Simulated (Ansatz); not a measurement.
# TiCo (Pm-3m) in Ansatz: notebook

One crystal, TiCo, is run at these levels: PBE, PBE+D3(BJ); tasks: single point, relaxation of cell and atoms.

Program: Ansatz 0.2.0. These are calculated values, not measurements. Logs are shortened: lines on timing, memory, paths and dates and some standing lists are left out, and cuts for length are marked.

## (1) The crystal as given

The structure is cubic, space group Pm-3m (No. 221). The conventional cell has a = 2.986 Å, b = 2.986 Å, c = 2.986 Å, α = 90.00°, β = 90.00°, γ = 90.00°. Co (site symmetry m-3m) is surrounded by 8 Ti at 2.59 Å. Ti (site symmetry m-3m) is surrounded by 8 Co at 2.59 Å.

The cell comes from a database or a generator and needn't be the stable form of this composition.

## (2) Single point, PBE, collinear spin, ferromagnetic start

Input file input.yaml:

```yaml
crystal:
  lattice:
    - [2.98611099, 0.0, 0.0]
    - [0.0, 2.98611099, 0.0]
    - [0.0, 0.0, 2.98611099]
  atoms:
    - { symbol: Co, position: [0.5, 0.5, 0.5], spin: 2.0 }
    - { symbol: Ti, position: [0.0, 0.0, 0.0], spin: 1.0 }
kpoints:
  mp_grid: { grid: [9, 9, 9] }
scf:
  occupations: { method: gaussian, width: 0.019 }
hamiltonian:
  xc: pbe
  pseudopotentials: { kind: all_electron, lapw: { basis_error: 0.001 } }
magnetization:
  spin_polarized: true
output:
  forces: true
  stress: true
  eigenvalues: true
```

Potentials or basis: all-electron LAPW, scalar-relativistic.

Run with:

```console
> ansatz run input.yaml --threads 2 --pin off --max-ram 6144MiB --backend cpu --events-out ev --progress --plain --runs-dir out
```

Output:

```text
Warning: RAYON_NUM_THREADS=2 ignored (pool sized by the plan → 2); use --threads N
LAPW: plane waves up to 8.563 Å⁻¹, error target 1.0e-3 eV per atom; small_component_spin mean_spin; Ti in spheres of 1.288 Å, 12 of its electrons in bands, Dirac shells []; Co in spheres of 1.298 Å, 17 of its electrons in bands, Dirac shells [] (how accurate: hamiltonian.pseudopotentials.lapw.basis_error, Limitations)
Engine: ansatz 0.2.0, aarch64-unknown-linux-gnu
Pseudopotentials: kind: all_electron
Pseudopotential: Co, LAPW, valence charge 17, lapw/all_electron/scalar/gaussian/Co, Koelling and Harmon's equation, gaussian nucleus
Pseudopotential: Ti, LAPW, valence charge 12, lapw/all_electron/scalar/gaussian/Ti, Koelling and Harmon's equation, gaussian nucleus
Functional definition: PBE
  parameter kappa = 0.804
  parameter beta = 0.06672455060314922
  exchange = pbe_x(kappa = kappa, mu = beta*pi^2/3)
  correlation = pbe_c(beta = beta)
Crystal: 2 atoms, lattice volume = 26.627 Å³
Basis set: ecut = 279.3723131751071 eV, 257 PW (Γ), exchange–correlation at level 2
Bands: 20, of which v1, the nominal top of the filled ones, is band 15 counted from 1 (14 counted from 0)
Symmetry: 48 space group operations
Space group: Pm-3m (ITA 221), of the structure as read, at distance tolerance 3.0e-5 Å
Magnetic group: BNS 221.92 (UNI 1594), of the structure as read, at distance tolerance 3.0e-5 Å
k-points: 35 of 729
Non-local potential: Co, projectors of the file, none
Non-local potential: Ti, projectors of the file, none
Initial density: superposition of atomic densities (chi_scale 0.1, normalization cell)
Starting moments: Σ|m| = 3 μB on 2 of 2 sites
Initial wavefunctions: plane waves of lowest kinetic energy (no species holds an atomic orbital)
Functional: x = pbe(κ = 0.804, μ = 0.2195149727645171), c = pbe(β = 0.06672455060314922)
iter 1 solved again at ethr=2.74e-3 eV; its pass at ethr=1.00e-1 eV (dr2=7.95e-1 eV) is discarded
SCF iter   1: F=—  HF=-61151.873209 eV  |F-HF|=—  |Δ(HF+E_count)|=         —  Δρ=5.14e-2 (↑5.00e-2 ↓5.14e-2)  dr2=7.94e-1  dr2_m=5.16e-1  M=0.830 μB ∫|m|=0.865 μB  β_m=0.30  ethr=2.74e-3  ⟨swp⟩=2.0  Hψ=9538  notcnv=0
Mixer restart at iter 1: flushing history
preconditioner: auto → none  [metal: Δε(μ)=0.018 eV  Ē_g=4.957 eV  σ=0.019 eV  W_gap=0.49  n_scr=6 (ndim 8)  ℏωp=25.9 eV  f_vac=0.000  D(μ)=2.62/eV (n_scr^D=32)  sad-step TF]
SCF iter   2: F=—  HF=-61151.710755 eV  |F-HF|=—  |Δ(HF+E_count)|=   1.62e-1  Δρ=3.42e-2 (↑3.42e-2 ↓3.35e-2)  dr2=1.90e-1  dr2_m=2.52e-1  M=0.816 μB ∫|m|=0.891 μB  β_m=0.56  ethr=2.74e-3  ⟨swp⟩=2.1  Hψ=4344  notcnv=0
SCF iter   3: F=—  HF=-61151.925188 eV  |F-HF|=—  |Δ(HF+E_count)|=   2.14e-1  Δρ=2.71e-2 (↑1.92e-2 ↓2.71e-2)  dr2=8.29e-1  dr2_m=2.69e-2  M=0.609 μB ∫|m|=0.703 μB  β_m=0.44  ethr=6.54e-4  ⟨swp⟩=2.9  Hψ=4627  notcnv=0
iter 4 solved again at ethr=2.45e-5 eV; its pass at ethr=6.54e-4 eV (dr2=7.10e-3 eV) is discarded
SCF iter   4: F=—  HF=-61151.704447 eV  |F-HF|=—  |Δ(HF+E_count)|=   2.21e-1  Δρ=6.07e-3 (↑2.72e-3 ↓6.07e-3)  dr2=7.17e-3  dr2_m=2.76e-3  M=0.794 μB ∫|m|=0.949 μB  β_m=0.39  ethr=2.45e-5  ⟨swp⟩=2.0  Hψ=7519  notcnv=0
SCF iter   5: F=—  HF=-61151.708102 eV  |F-HF|=—  |Δ(HF+E_count)|=         —  Δρ=3.12e-3 (↑2.14e-3 ↓3.12e-3)  dr2=9.59e-4  dr2_m=1.31e-3  M=0.775 μB ∫|m|=0.948 μB  β_m=0.70  ethr=2.45e-5  ⟨swp⟩=2.7  Hψ=4402  notcnv=0
the basis was enlarged: its passes take 1.8 MiB over the memory plan, 2 of 2 planned eigensolver slots
SCF iter   6: F=—  HF=-61151.718232 eV  |F-HF|=—  |Δ(HF+E_count)|=   1.01e-2  Δρ=2.38e-3 (↑1.34e-3 ↓2.38e-3)  dr2=4.46e-4  dr2_m=8.15e-4  M=0.835 μB ∫|m|=1.041 μB  β_m=0.85  ethr=3.31e-6  ⟨swp⟩=3.0  Hψ=4697  notcnv=0
SCF iter   7: F=—  HF=-61151.719051 eV  |F-HF|=—  |Δ(HF+E_count)|=   8.19e-4  Δρ=1.16e-3 (↑1.16e-3 ↓1.07e-3)  dr2=2.18e-4  dr2_m=2.68e-4  M=0.835 μB ∫|m|=1.083 μB  β_m=0.82  ethr=1.54e-6  ⟨swp⟩=3.0  Hψ=4354  notcnv=0
SCF iter   8: F=—  HF=-61151.719005 eV  |F-HF|=—  |Δ(HF+E_count)|=   4.58e-5  Δρ=2.88e-4 (↑2.73e-4 ↓2.88e-4)  dr2=1.58e-5  dr2_m=1.70e-5  M=0.835 μB ∫|m|=1.090 μB  β_m=0.91  ethr=7.52e-7  ⟨swp⟩=2.1  Hψ=3964  notcnv=0
SCF iter   9: F=—  HF=-61151.719007 eV  |F-HF|=—  |Δ(HF+E_count)|=   1.63e-6  Δρ=4.20e-5 (↑3.06e-5 ↓4.20e-5)  dr2=1.37e-6  dr2_m=1.39e-7  M=0.835 μB ∫|m|=1.089 μB  β_m=0.89  ethr=5.44e-8  ⟨swp⟩=2.1  Hψ=3963  notcnv=0
SCF iter  10: F=—  HF=-61151.719006 eV  |F-HF|=—  |Δ(HF+E_count)|=   3.45e-7  Δρ=3.02e-6 (↑2.23e-6 ↓3.02e-6)  dr2=3.97e-10  dr2_m=1.58e-9  M=0.835 μB ∫|m|=1.089 μB  β_m=0.95  ethr=4.71e-9  ⟨swp⟩=2.2  Hψ=3972  notcnv=0
SCF iter  11: F=-61151.719006 eV  HF=-61151.719006 eV  |F-HF|=2.04e-10  |Δ(HF+E_count)|=   2.61e-8  Δρ=7.74e-7 (↑7.74e-7 ↓5.76e-7)  dr2=9.82e-11  dr2_m=9.68e-11  M=0.835 μB ∫|m|=1.089 μB  ethr=1.37e-12  ⟨swp⟩=3.4  Hψ=4766  notcnv=0
SCF 1 converged in 11 iterations: F = -61151.719006 eV  dr2 = 9.82e-11
SCF converged after 11 iterations
Magnetization: 0.8354 μB (14.9177 up, 14.0823 down)
Absolute magnetization: 1.0889 μB (∫|ρ↑−ρ↓|)
Spin contamination: 0.0749 ħ² per cell (⟨S²⟩ above its minimum at these occupations)
Per-site moments (μB) at R_I (Å): [(0.9484723928836623, 1.29780011045831), (-0.04706174691900067, 1.2882478268664723)]
Free energy (F): -61151.719006 eV
Harris-Foulkes:  -61151.719006 eV  (|F-HF|=2.04e-10)
Internal energy: -61151.718722 eV  (E = F + TS)
E sigma→0 (E₀):  -61151.718864 eV
Entropy (-TS):   -0.000285 eV (-0.142 meV/atom)
Fermi energy:    17.108486 eV
--- Per-component energies (eV) ---
  E_band       = -392.507505
  E_kinetic    = 61939.800919
  E_xc         = -2772.878604
  E_electrostatic = -120318.641036  (all electrons and nuclei)
  E_smearing   = -0.000285  (= −TS)
  E_closure    = 0.000000  (closes the sum)
  E_atoms      = -61135.910313  (free atoms, spherical and without spin; not in F)
  Σ components = -61151.719006   (vs F -61151.719006, Δ=0.00e0)
  Basis errors (estimates in eV, not in F): energy 2.1e-4 per atom: plane waves 1.7e-4 (8.7e-5 summed), levels above the bands 0.0e0, relativity 4.6e-9, radial functions 4.5e-5, core shells 7.1e-7; eigenvalues (radial functions only) 1.7e-6; not estimated: angular momenta, meshes, grids; target (lapw.basis_error) 1.0e-3; muffin-tin radii Ti 1.288 Å, Co 1.298 Å
--- Forces (eV/Å), atoms counted from 1 ---
  atom   1  Co    -0.00000000     0.00000000     0.00000000
  atom   2  Ti    -0.00000000     0.00000000     0.00000000
  max |Σ_I F_I| component: 6.61e-30 eV/Å
--- Stress (GPa, compression-positive) ---
       -0.516778       0.000000       0.000000
        0.000000      -0.516778       0.000000
        0.000000       0.000000      -0.516778
  P = ⅓ Tr σ = -0.5168 GPa (-5.168 kbar)
--- Band table (eV; the first three rows and the last of 70) ---
  k-point 0 ↑: bands = ["-78.6605", "-41.9253", "-41.9253", "-41.9253", "-39.9979", "-16.1089", "-16.1089", "-16.1089", "9.3752", "12.8795", "12.8795", "15.2108", "15.2108", "15.2108", "17.5779", "17.5779", "19.7749", "19.7749", "19.7749", "25.9556"]
  k-point 1 ↑: bands = ["-78.6604", "-41.9291", "-41.9251", "-41.9251", "-39.9929", "-16.1447", "-16.1063", "-16.1063", "9.6185", "12.9742", "12.9847", "15.1927", "15.1927", "15.2489", "17.4739", "17.6165", "19.4582", "19.4582", "19.7271", "24.8689"]
  k-point 2 ↑: bands = ["-78.6599", "-41.9387", "-41.9245", "-41.9245", "-39.9803", "-16.2346", "-16.1000", "-16.1000", "10.3158", "13.2389", "13.2419", "15.1518", "15.1518", "15.3493", "17.1836", "17.6286", "18.7901", "18.7901", "19.6023", "22.9400"]
  k-point 34 ↓: bands = ["-77.5292", "-40.8452", "-40.8450", "-40.8450", "-39.9293", "-16.3511", "-16.3510", "-16.3510", "14.5550", "14.7113", "14.7113", "14.9854", "15.0386", "15.0386", "17.2028", "17.2028", "20.0779", "20.0779", "23.9425", "24.5797"]
```

It took 10 s on 2 threads of Arm Neoverse V2, shared host; peak memory 0.42 GiB.

Results:

| Item | Value |
| --- | --- |
| Free energy | -61151.7190 eV |
| Pressure | -0.5 GPa |
| Band gap on the k mesh | none (metal or under the smearing width) |
| Net moment | 0.84 μB per cell |
| Absolute moment | 1.09 μB per cell |
| Site moments | Co +0.95; Ti -0.05 μB |

## (3) Relaxation of cell and atoms, PBE+D3(BJ), collinear spin, ferromagnetic start

Changes to input.yaml since step 2:

```diff
@@ -11,5 +11,6 @@
 scf:
-  occupations: { method: gaussian, width: 0.019 }
+  occupations: { method: fermi_dirac, width: 0.05 }
 hamiltonian:
   xc: pbe
+  dispersion: d3bj
   pseudopotentials: { kind: all_electron, lapw: { basis_error: 0.001 } }
@@ -20,2 +21,5 @@
   stress: true
-  eigenvalues: true
+relax:
+  f_tol: 0.02
+  max_steps: 60
+  cell: {}
```

Potentials or basis: all-electron LAPW, scalar-relativistic.

Run with:

```console
> ansatz run input.yaml --threads 2 --pin off --max-ram 6144MiB --backend cpu --events-out ev --progress --plain --runs-dir out
```

Output:

```text
Warning: RAYON_NUM_THREADS=2 ignored (pool sized by the plan → 2); use --threads N
The last accepted step is kept in <dir> (removed where the run ends without a failure and the disk answers)
LAPW: plane waves up to 8.833 Å⁻¹, error target 1.0e-3 eV per atom; small_component_spin mean_spin; Ti in spheres of 1.245 Å, 18 of its electrons in bands, Dirac shells []; Co in spheres of 1.264 Å, 17 of its electrons in bands, Dirac shells [] (how accurate: hamiltonian.pseudopotentials.lapw.basis_error, Limitations)
[... 3 set-up lines as earlier in the session ...]
Pseudopotential: Ti, LAPW, valence charge 18, lapw/all_electron/scalar/gaussian/Ti, Koelling and Harmon's equation, gaussian nucleus
[... 5 set-up lines as earlier in the session ...]
Crystal: 2 atoms, lattice volume = 26.627 Å³
Basis set: ecut = 297.2772677664823 eV, 305 PW (Γ), exchange–correlation at level 2
Bands: 23, of which v1, the nominal top of the filled ones, is band 18 counted from 1 (17 counted from 0)
[... 90 lines left out ...]
  E_disp       = -1.127329  (pairwise vdW)
  E_smearing   = -0.016274  (= −TS)
  E_closure    = 0.000000  (closes the sum)
  E_atoms      = -61135.910313  (free atoms, spherical and without spin; not in F)
  Σ components = -61152.829927   (vs F -61152.829927, Δ=0.00e0)
  Basis errors (estimates in eV, not in F): energy 2.2e-4 per atom: plane waves 1.9e-4 (1.0e-4 summed), levels above the bands 9.5e-32, relativity 1.0e-8, radial functions 2.8e-5, core shells 2.2e-7; eigenvalues (radial functions only) 8.3e-7; not estimated: angular momenta, meshes, grids; target (lapw.basis_error) 1.0e-3; muffin-tin radii Ti 1.226 Å, Co 1.245 Å
--- Forces (eV/Å), atoms counted from 1 ---
  atom   1  Co    -0.00000000     0.00000000    -0.00000000
  atom   2  Ti     0.00000000    -0.00000000    -0.00000000
  max |Σ_I F_I| component: 1.58e-30 eV/Å
--- Stress (GPa, compression-positive) ---
        0.024729      -0.000000       0.000000
       -0.000000       0.024729      -0.000000
        0.000000      -0.000000       0.024729
  P = ⅓ Tr σ = 0.0247 GPa (0.247 kbar)
--- Relaxed structure (3 steps of the walk, 3 accepted, 1 SCFs on fresh bases) ---
  F+E_penalty+E_count = -61152.82992744 eV   max|allowed force component| = 8.546e-31 eV/Å   (the final SCF, on the basis selected at the relaxed cell)
  cell:  # Å, volume = 25.4720 Å³
    - [2.942303096348402, -6.098778157226247e-34, 1.2839532962581572e-34]
    - [-6.098778157226247e-34, 2.942303096348402, -6.419766481290786e-35]
    - [1.2839532962581572e-34, -6.419766481290786e-35, 2.942303096348402]
  atoms:
    - { symbol: Co, position: [0.5, 0.5, 0.5] }
    - { symbol: Ti, position: [8.599501495810672e-35, -4.165383537033545e-35, -8.06203265232281e-36] }
```

Run time: 33 s. Hardware: 2 threads of Arm Neoverse V2, shared host; peak memory 0.43 GiB.

What came out:

```yaml
Free_energy: -61152.8299 eV
Relaxed_volume: 12.74 Å³/atom
Relaxed_cell: a = 2.942 Å, b = 2.942 Å, c = 2.942 Å, α = 90.00°, β = 90.00°, γ = 90.00°
Space_group_after_relaxing_to_0.05_Å: Pm-3m (No. 221)
Energy_gained_by_relaxing: 13.5 meV/atom
Ionic_steps: 4
Pressure_after_relaxing: 0.0 GPa
Net_moment: 0.77 μB per cell
Absolute_moment: 0.94 μB per cell
Site_moments: Co +0.84; Ti -0.02 μB
```

Step by step:
```csv
step,energy change (eV),largest force (eV/Å),volume (Å³)
1,0.0000,0.0000,26.63
2,-0.0269,0.0000,25.53
3,-0.0270,0.0000,25.47
4,-0.0270,0.0000,25.47
```

Final structure:
```xyz
2
Lattice="2.9423 0.0000 0.0000 0.0000 2.9423 0.0000 0.0000 0.0000 2.9423" Properties=species:S:1:pos:R:3 pbc="T T T"
Co    1.4712    1.4712    1.4712
Ti    0.0000    0.0000    0.0000
```
